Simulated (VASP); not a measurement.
# From VASP inputs to Ansatz: LiCl (strained zincblende)

INCAR

```
ISMEAR = 0
NBANDS = 12
ENCUT = 520
IBRION = -1
METAGGA = R2SCAN
LREAL = .FALSE.
LCHARG = .FALSE.
LWAVE = .FALSE.
ALGO = Normal
EDIFF = 1E-7
PREC = Accurate
NSW = 0
NELM = 120
SIGMA = 0.01
LASPH = .TRUE.
ISIF = 2
```

KPOINTS

```
KPOINTS created by Atomic Simulation Environment
0
Gamma
8 8 8
0 0 0
```

KPOINTS_OPT

```
special points
6
Reciprocal
0.0000000000 0.0000000000 0.0000000000 1
-0.5000000000 -0.5000000000 0.0000000000 1
-0.3750000000 -0.3750000000 0.2500000000 1
-0.3750000000 0.0000000000 0.3750000000 1
0.0000000000 0.0000000000 0.5000000000 1
-0.5000000000 -0.2500000000 0.2500000000 1
```

POSCAR

```
Li Cl
 1.0000000000000000
    -0.1452419103000000    2.7140671991000000    2.7140671991000000
     2.7140671991000000   -0.1452419103000000    2.7140671991000000
     2.7140671991000000    2.7140671991000000   -0.1452419103000000
 Li  Cl
   1   1
Cartesian
 -0.0252339862859267 -0.0252339862859267 -0.0252339862859267
  1.3459571082609270  1.3459571082609270  1.3459571082609272
```

VASP ran with the recommended PBE PAW datasets (10 valence electrons in the cell).

Problem. Translate these files to an Ansatz input.

Solution. 

```yaml
crystal:
  lattice:
    - [-0.1452419103, 2.7140671991, 2.7140671991]
    - [2.7140671991, -0.1452419103, 2.7140671991]
    - [2.7140671991, 2.7140671991, -0.1452419103]
  atoms:
    - { symbol: Li, position: [-0.0047765474, -0.0047765474, -0.0047765474] }
    - { symbol: Cl, position: [0.2547765474, 0.2547765474, 0.2547765474] }
kpoints:
  mp_grid: { grid: [8, 8, 8] }
  band_path:
    path:
      - [0.0, 0.0, 0.0]
      - [-0.5, -0.5, 0.0]
      - [-0.375, -0.375, 0.25]
      - [-0.375, 0.0, 0.375]
      - [0.0, 0.0, 0.5]
      - [-0.5, -0.25, 0.25]
    npoints: 1
hamiltonian:
  xc: r2scan
scf:
  occupations: { method: fixed }
  n_extra_bands: 4
output:
  forces: true
  stress: true
  eigenvalues: true
```

Other inputs would serve too.

Each program uses its own PAW datasets. VASP's cell holds 10 valence electrons and Ansatz's 10. Ansatz's stress includes a Pulay correction; VASP's doesn't.
